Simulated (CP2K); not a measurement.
# FeO (Wuestite) (Fm-3m) in CP2K: equation of state, part 2 of 2

CP2K 2026.2.

### 6 Single point, PBEsol, collinear spin, ferromagnetic start, 10.41 Å³/atom (volume scaled by 1.04)

File feo_eos.inp:

```
&GLOBAL
  PROJECT feo_eos
  RUN_TYPE ENERGY_FORCE
  PRINT_LEVEL LOW
&END GLOBAL
&FORCE_EVAL
  METHOD QS
  STRESS_TENSOR ANALYTICAL
  &DFT
    BASIS_SET_FILE_NAME BASIS_MOLOPT_UZH
    POTENTIAL_FILE_NAME POTENTIAL_UZH
    UKS T
    MULTIPLICITY 5
    WFN_RESTART_FILE_NAME previous-RESTART.kp
    &MGRID
      CUTOFF 600
      REL_CUTOFF 60
      NGRIDS 5
    &END MGRID
    &QS
      METHOD GPW
      EPS_DEFAULT 1.0E-10
    &END QS
    &KPOINTS
      SCHEME MONKHORST-PACK 11 11 11
      GAMMA_CENTERED T
      SYMMETRY T
      SYMMETRY_BACKEND SPGLIB
    &END KPOINTS
    &SCF
      SCF_GUESS RESTART
      EPS_SCF 1.0E-6
      MAX_SCF 150
      ADDED_MOS 13 17
      CHOLESKY OFF
      EPS_EIGVAL 1.0E-7
      &DIAGONALIZATION ON
        ALGORITHM STANDARD
      &END DIAGONALIZATION
      &MIXING ON
        METHOD PULAY_MIXING
        ALPHA 0.4
        BETA 1.5
        NBUFFER 6
      &END MIXING
      &SMEAR ON
        METHOD FERMI_DIRAC
        ELECTRONIC_TEMPERATURE [K] 580.226
      &END SMEAR
    &END SCF
    &XC
      &XC_FUNCTIONAL
        &PBE
          PARAMETRIZATION PBESOL
        &END PBE
      &END XC_FUNCTIONAL
    &END XC
    &PRINT
      &KPOINTS ON
      &END KPOINTS
      &MULLIKEN ON
      &END MULLIKEN
      &MO ON
        ENERGIES T
        OCCUPATION_NUMBERS T
        &EACH
          QS_SCF 0
        &END EACH
        ADD_LAST NUMERIC
      &END MO
    &END PRINT
  &END DFT
  &SUBSYS
    &CELL
      A 3.0883083532 0.0000000000 0.0000000000
      B 1.5441541767 2.6745534887 0.0000000000
      C 1.5441541767 0.8915178296 2.5215932113
      PERIODIC XYZ
    &END CELL
    &COORD
      Fe  0.0000000000 0.0000000000 0.0000000000
      O   3.0883083533 1.7830356592 1.2607966056
    &END COORD
    &KIND Fe
      BASIS_SET TZVP-MOLOPT-PBE-GTH-q16
      POTENTIAL GTH-PBE-q16
      MAGNETIZATION 3.0
    &END KIND
    &KIND O
      BASIS_SET TZVP-MOLOPT-PBE-GTH-q6
      POTENTIAL GTH-PBE-q6
    &END KIND
    &PRINT
      &ATOMIC_COORDINATES ON
      &END ATOMIC_COORDINATES
      &CELL ON
      &END CELL
    &END PRINT
  &END SUBSYS
  &PRINT
    &FORCES ON
    &END FORCES
    &STRESS_TENSOR ON
    &END STRESS_TENSOR
  &END PRINT
&END FORCE_EVAL
```

Potentials or basis: POTENTIAL_UZH Fe GTH-PBE-q16, O GTH-PBE-q6; TZVP-MOLOPT-PBE-GTH basis.

Started as:

```sh
$ OMP_NUM_THREADS=1 cp2k.psmp -i feo_eos.inp -o feo_eos.out
```

Wall time 2.7 min (1 thread of Arm Neoverse V2, shared host); peak memory 0.35 GiB.

It converged, with:

- Free energy: -3793.4816 eV
- Pressure: -13.8 GPa
- Net moment: 4.00 μB per cell
- Absolute moment: 4.02 μB per cell
- Site moments: Fe +3.77; O +0.23 μB
- Mulliken charges: Fe +1.31; O -1.31 e

Caveat: Mulliken charges move with the basis; the potentials were made for another functional, which shifts forces and pressure; the basis of atomic orbitals isn't converged, which shifts pressures, moduli and gaps; the total moment is fixed, so each spin has its own Fermi level; a cell with one magnetic atom can't hold antiferromagnetic order, which such compounds often take.

### 7 Single point, PBEsol, collinear spin, ferromagnetic start, 9.41 Å³/atom (volume scaled by 0.94)

Changes to feo_eos.inp since step 6:

```diff
@@ -74,5 +74,5 @@
     &CELL
-      A 3.0883083532 0.0000000000 0.0000000000
-      B 1.5441541767 2.6745534887 0.0000000000
-      C 1.5441541767 0.8915178296 2.5215932113
+      A 2.9859703723 0.0000000000 0.0000000000
+      B 1.4929851862 2.5859261974 0.0000000000
+      C 1.4929851862 0.8619753992 2.4380345998
       PERIODIC XYZ
@@ -81,3 +81,3 @@
       Fe  0.0000000000 0.0000000000 0.0000000000
-      O   3.0883083533 1.7830356592 1.2607966056
+      O   2.9859703724 1.7239507983 1.2190172999
     &END COORD
```

Started as:

```sh
$ OMP_NUM_THREADS=1 cp2k.psmp -i feo_eos.inp -o feo_eos.out
```

Wall time 2.9 min (1 thread of Arm Neoverse V2, shared host); peak memory 0.37 GiB.

The run converged. Its results:

```
Free energy      : -3793.5487 eV
Pressure         : 4.8 GPa
Net moment       : 4.00 μB per cell
Absolute moment  : 4.01 μB per cell
Site moments     : Fe +3.77; O +0.23 μB
Mulliken charges : Fe +1.34; O -1.34 e
```

Caveat: Mulliken charges move with the basis; the potentials were made for another functional, which shifts forces and pressure; the basis of atomic orbitals isn't converged, which shifts pressures, moduli and gaps; the total moment is fixed, so each spin has its own Fermi level; a cell with one magnetic atom can't hold antiferromagnetic order, which such compounds often take.

### 8 Single point, PBEsol, collinear spin, ferromagnetic start, 10.61 Å³/atom (volume scaled by 1.06)

Changes to feo_eos.inp since step 7:

```diff
@@ -74,5 +74,5 @@
     &CELL
-      A 2.9859703723 0.0000000000 0.0000000000
-      B 1.4929851862 2.5859261974 0.0000000000
-      C 1.4929851862 0.8619753992 2.4380345998
+      A 3.1079796374 0.0000000000 0.0000000000
+      B 1.5539898188 2.6915893205 0.0000000000
+      C 1.5539898188 0.8971964402 2.5376547476
       PERIODIC XYZ
@@ -81,3 +81,3 @@
       Fe  0.0000000000 0.0000000000 0.0000000000
-      O   2.9859703724 1.7239507983 1.2190172999
+      O   3.1079796375 1.7943928803 1.2688273738
     &END COORD
```

Potentials or basis: POTENTIAL_UZH Fe GTH-PBE-q16, O GTH-PBE-q6; TZVP-MOLOPT-PBE-GTH basis.

Started as:

```sh
$ OMP_NUM_THREADS=1 cp2k.psmp -i feo_eos.inp -o feo_eos.out
```

feo_eos.out:

```text

 CP2K| version string:                                       CP2K version 2026.2
 CP2K| Input file name                                               feo_eos.inp

 GLOBAL| Force Environment number                                              1
 GLOBAL| Basis set file name                                    BASIS_MOLOPT_UZH
 GLOBAL| Potential file name                                       POTENTIAL_UZH
 GLOBAL| MM Potential file name                                     MM_POTENTIAL
 GLOBAL| Coordinate file name                                      __STD_INPUT__
 GLOBAL| Method name                                                        CP2K
 GLOBAL| Project name                                                    feo_eos
 GLOBAL| Run type                                                   ENERGY_FORCE
 GLOBAL| FFT library                                                       FFTW3
[... 6 lines left out ...]
 GLOBAL| Total number of message passing processes                             1
 GLOBAL| Number of threads for this process                                    1
 GLOBAL| CPU model name                                                  UNKNOWN

 CELL| Volume [angstrom^3]:                                            21.228509
 CELL| Vector a [angstrom]:       3.108     0.000     0.000   |a| =     3.107980
 CELL| Vector b [angstrom]:       1.554     2.692     0.000   |b| =     3.107980
 CELL| Vector c [angstrom]:       1.554     0.897     2.538   |c| =     3.107980
 CELL| Angle (b,c), alpha [degree]:                                    60.000000
 CELL| Angle (a,c), beta  [degree]:                                    60.000000
 CELL| Angle (a,b), gamma [degree]:                                    60.000000
 CELL| Numerically orthorhombic:                                              NO
 CELL| Periodicity                                                           XYZ

 CELL_REF| Volume [angstrom^3]:                                        21.228509
 CELL_REF| Vector a [angstrom     3.108     0.000     0.000   |a| =     3.107980
 CELL_REF| Vector b [angstrom     1.554     2.692     0.000   |b| =     3.107980
 CELL_REF| Vector c [angstrom     1.554     0.897     2.538   |c| =     3.107980
 CELL_REF| Angle (b,c), alpha [degree]:                                60.000000
 CELL_REF| Angle (a,c), beta  [degree]:                                60.000000
 CELL_REF| Angle (a,b), gamma [degree]:                                60.000000
 CELL_REF| Numerically orthorhombic:                                          NO
 CELL_REF| Periodicity                                                       XYZ
[... 10 lines left out ...]

  Total number of            - Atomic kinds:                                   2
                             - Atoms:                                          2
[... 140 lines left out ...]

  Overlap energy of the core charge distribution:               0.00000000000000
  Self energy of the core charge distribution:               -242.16844993214596
  Core Hamiltonian energy:                                     67.94983278350330
  Hartree energy:                                              51.38177677137799
  Exchange-correlation energy:                                -16.56919355952022
  Electronic entropic energy:                                  -0.00045989422474
  Fermi energy:                                                 0.38681357960862

  Total energy:                                              -139.40649383150662
  Total energy (extrapolated to T->0):                       -139.40626388439426

 MO| ALPHA EIGENVALUES AND OCCUPATION NUMBERS FOR K POINT 1
 MO|
 MO|  Index      Eigenvalue [a.u.]        Eigenvalue [eV]             Occupation
 MO|      1              -2.925101             -79.596034               1.000000
 MO|      2              -1.679872             -45.711651               1.000000
 MO|      3              -1.678612             -45.677348               1.000000
 MO|      4              -1.678612             -45.677347               1.000000
 MO|      5              -0.327359              -8.907896               1.000000
 MO|      6               0.072983               1.985973               1.000000
[... 439 lines left out ...]
 MO|     25               1.955301              53.206434               0.000000
 MO|     26               2.017987              54.912213               0.000000
 MO| Sum:                                                               9.000002
 MO| E(Fermi):            0.386814 a.u.         10.525733 eV

 [... the levels of further k-points ...]

  Integrated spin density:                                          4.0075562439
  Integrated absolute spin density:                                 4.0209119546

 !-----------------------------------------------------------------------------!
                     Mulliken Population Analysis

 #  Atom  Element  Kind  Atomic population (alpha,beta) Net charge  Spin moment
       1     Fe       1         9.237873     5.457372     1.304756     3.780501
       2     O        2         3.765906     3.538850    -1.304756     0.227055
 # Total charge and spin       13.003778     8.996222     0.000000     4.007556

 !-----------------------------------------------------------------------------!

 ENERGY| Total FORCE_EVAL ( QS ) energy [hartree]           -139.406502484277240

 FORCES| Atomic forces [hartree/bohr]
 FORCES|   Atom     x               y               z               |f|
 FORCES|      1  2.35071033E-12  5.28337013E-11 -5.01026241E-12   5.31227687E-11
 FORCES|      2 -1.33948725E-12 -5.10285400E-11  1.32394628E-12   5.10632838E-11
 FORCES| Sum     1.01122308E-12  1.80516126E-12 -3.68631613E-12
 FORCES| Total atomic force                                       4.22730481E-12

 STRESS| Analytical stress tensor [bar]
 STRESS|                        x                   y                   z
 STRESS|      x       -1.63169786369E+05   3.80487640143E+01   2.68968859625E+01
 STRESS|      y        3.80487640143E+01  -1.63213369051E+05   1.54623188074E+01
 STRESS|      z        2.68968859625E+01   1.54623188074E+01  -1.63224204048E+05
 STRESS| 1/3 Trace                                            -1.63202453156E+05
 STRESS| Determinant                                          -4.34690345595E+15

 STRESS| Eigenvectors and eigenvalues of the analytical stress tensor [bar]
 STRESS|                        1                   2                   3
 STRESS| Eigenvalues  -1.63235467398E+05  -1.63235164605E+05  -1.63136727465E+05
 STRESS|      x          -0.573052667159     -0.080238566204      0.815581027952
 STRESS|      y           0.739410022936     -0.479765691245      0.472332191880
 STRESS|      z           0.353388537793      0.873720008926      0.334260209057
```

It took 2.9 min on 1 thread of Arm Neoverse V2, shared host; peak memory 0.35 GiB.

Results:

```
Free energy      : -3793.4439 eV
Pressure         : -16.3 GPa
Net moment       : 4.01 μB per cell
Absolute moment  : 4.02 μB per cell
Site moments     : Fe +3.78; O +0.23 μB
Mulliken charges : Fe +1.30; O -1.30 e
```

Caveat: Mulliken charges move with the basis; the potentials were made for another functional, which shifts forces and pressure; the basis of atomic orbitals isn't converged, which shifts pressures, moduli and gaps; the total moment is fixed, so each spin has its own Fermi level; a cell with one magnetic atom can't hold antiferromagnetic order, which such compounds often take.

### 9 Equation of state, PBEsol, collinear spin, ferromagnetic start

Potentials or basis: POTENTIAL_UZH Fe GTH-PBE-q16, O GTH-PBE-q6; TZVP-MOLOPT-PBE-GTH basis.

No new run: the results of the series are fitted here.

What came out:

```
Equilibrium volume                      : 9.62 Å³/atom
Bulk modulus                            : 209 GPa
Pressure derivative of the bulk modulus : 4.6
```

Energy against volume, from the lowest point:
| volume (Å³/atom) | energy (meV/atom) |
| --- | --- |
| 9.413 | 3.10 |
| 9.613 | 0.00 |
| 9.813 | 2.36 |
| 10.013 | 9.60 |
| 10.214 | 21.19 |
| 10.414 | 36.65 |
| 10.614 | 55.50 |

Caveat: the potentials were made for another functional, which shifts forces and pressure; the basis of atomic orbitals isn't converged, which shifts pressures, moduli and gaps.
